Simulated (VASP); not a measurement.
WC, 4 atoms in the cell. The typed cell holds 4 atoms: a = 2.827 Å, b = 2.892 Å, c = 5.568 Å, α = 87.94°, β = 89.87°, γ = 60.75°. The cell was built by a generator and needn't be a form met in nature.

| Property | Result |
| --- | --- |
| Program | VASP 6.6.1 |
| Task | single point |
| Functional | LDA |
| Potentials or basis | VASP PAW LDA potentials, release 64 (W_sv, C) |
| Cutoff | 520 eV |
| k mesh | 6 × 6 × 3 |
| Occupations | fermi-dirac, width 0.05 eV |
| Spin | no spin polarisation |
| Dipole correction | no |
| Further INCAR settings | ALGO = Fast; EDIFF = 1e-07; NBANDS = 26 |

Potentials or basis: VASP PAW LDA potentials, release 64 (W_sv, C).

Launch:

```bash
$ cat potpaw_LDA.64/W_sv/POTCAR potpaw_LDA.64/C/POTCAR > POTCAR
$ mpirun -np 1 vasp_std > vasp.out
```

Hardware: 1 thread of Intel(R) Xeon(R) Platinum 8375C CPU @ 2.90GHz (Ice Lake) (shared host).

**Question.** Estimate the wall time of this run.

**Answer.** Wall time 92 s on 1 thread of Intel(R) Xeon(R) Platinum 8375C CPU @ 2.90GHz (Ice Lake) (shared host), peak memory 0.17 GiB. Counts: scf iterations 16, k points 56.
